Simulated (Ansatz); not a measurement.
**What is wrong with this input? (Ni$_{3}$Ge)**

Intended: Ni$_{3}$Ge, PBEsol, plane waves and PAW in Ansatz. The input:

```yaml
crystal:
  lattice:
    - [3.5303341067, 0.0, 0.0]
    - [0.0, 3.5303341067, 0.0]
    - [0.0, 0.0, 3.5303341067]
  atoms:
    - { symbol: Ni, position: [0.4589541945, -0.0432188201, 0.4304170039] }
    - { symbol: Ni, position: [-0.0117071451, 0.4660318714, 0.4987476222] }
    - { symbol: Ni, position: [0.5158453185, 0.4888834483, 0.0029241634] }
    - { symbol: Ge, position: [0.0067507498, -0.0026238645, -0.0149317793] }
basis:
  ecutwfc: 420
kpoints:
  mp_grid: { grid: [6, 6, 6] }
hamiltonian:
  xc: pbesol
scf:
  occupations: { method: gaussian, width: 0.1 }
output:
  forces: true
  stress: true
  eigenvalues: true
relax:
  adjacent_minimum: "off"
  f_tol: 0.005
  max_steps: 1
  cell: { stress_tol: 0.05 }
```

Command:

```bash
ansatz run input.yaml --threads 1 --pin off --max-ram 2560MiB --backend cpu --events-out ev --progress --plain --runs-dir out
```

Output, shortened (HF is the Harris–Foulkes energy, dr2 the density residual in eV):

```text
Crystal: 4 atoms, lattice volume = 43.999 Å³
Basis set: ecut = 420 eV, 847 PW (Γ), exchange–correlation on 48×48×48 points (8 copies of the dense FFT grid, shifted against one another)
Bands: 41, of which v1, the nominal top of the filled ones, is band 34 counted from 1 (33 counted from 0)
Symmetry: 1 space group operations
Space group: P1 (ITA 1), of the structure as read, at distance tolerance 3.5e-5 Å
k-points: 112 of 216 (time reversal used)
PAW frozen core: Ni, regenerated for the run's functional, and the local potential with it (the file was generated under x = pbe(κ = 0.804, μ = 0.2195), c = pbe(β = 0.0667))
PAW frozen core: Ge, regenerated for the run's functional, and the local potential with it (the file was generated under x = pbe(κ = 0.804, μ = 0.2195), c = pbe(β = 0.0667))
Initial density: superposition of atomic densities, corrected by the library's trained network
SCF iter   1: HF=-21669.394958 eV  Δρ=2.07e-2  dr2=9.65e-2
SCF iter   2: HF=-21669.377579 eV  Δρ=5.20e-3  dr2=6.51e-3
SCF iter   3: HF=-21669.376375 eV  Δρ=1.49e-3  dr2=6.87e-4
SCF iter   4: HF=-21669.376177 eV  Δρ=3.39e-4  dr2=5.46e-5
   ...
SCF iter   9: HF=-21669.376155 eV  Δρ=2.13e-6  dr2=1.38e-9
SCF iter  10: HF=-21669.376155 eV  Δρ=1.03e-6  dr2=3.20e-10
SCF iter  11: F=-21669.376155 eV  HF=-21669.376155 eV  Δρ=2.75e-7  dr2=2.24e-11
SCF 1 converged in 11 iterations: F = -21669.376155 eV  dr2 = 2.24e-11
relax step   1: F+E_penalty+E_count = -21669.37615521 eV  Δ(F+E_penalty+E_count) = +0.000e0 eV  max|allowed force component| = 2.270e0 eV/Å  Δτ_max = 0.0000 Å  P = +4.744 GPa  Ω = 43.999 Å³  (11 SCF iters, accepted)
Step failed. What follows is not a result of the run: it is the report of the last solve that finished, which converged after 11 SCF iterations.
Free energy (F): -21669.376155 eV
E sigma→0 (E₀):  -21669.371414 eV
Entropy (-TS):   -0.009482 eV (-2.370 meV/atom)
Fermi energy:    18.548655 eV
--- Forces (eV/Å), atoms counted from 1 ---
  atom   1  Ni     1.20117390     0.87338208     2.26971072
  atom   2  Ni    -0.05033912     0.20422488     0.03230450
  atom   3  Ni    -0.46001962    -0.71032413    -1.50697194
  atom   4  Ge    -0.69081519    -0.36728338    -0.79504319
--- Stress (GPa, compression-positive) ---
        2.786232      -0.935542       1.854899
       -0.935542       5.631687       2.341362
        1.854899       2.341362       5.814020
  P = ⅓ Tr σ = 4.7440 GPa (47.440 kbar)
```

Task: Why did this happen?

Result: The fault is a relaxation cut at too few steps. Forces or stress still stood over their tolerances at the last step allowed. The cure is more steps.

Fix:

```diff
 relax:
-  max_steps: 1
+  max_steps: 100
```

With the mended input the run converges and gives a pressure of 0.01 GPa, no gap.

The mended run took 3.5 min on 1 thread of Intel(R) Xeon(R) Processor @ 2.50GHz (Skylake/Cascade Lake), with other jobs on the host, peak memory 0.46 GiB.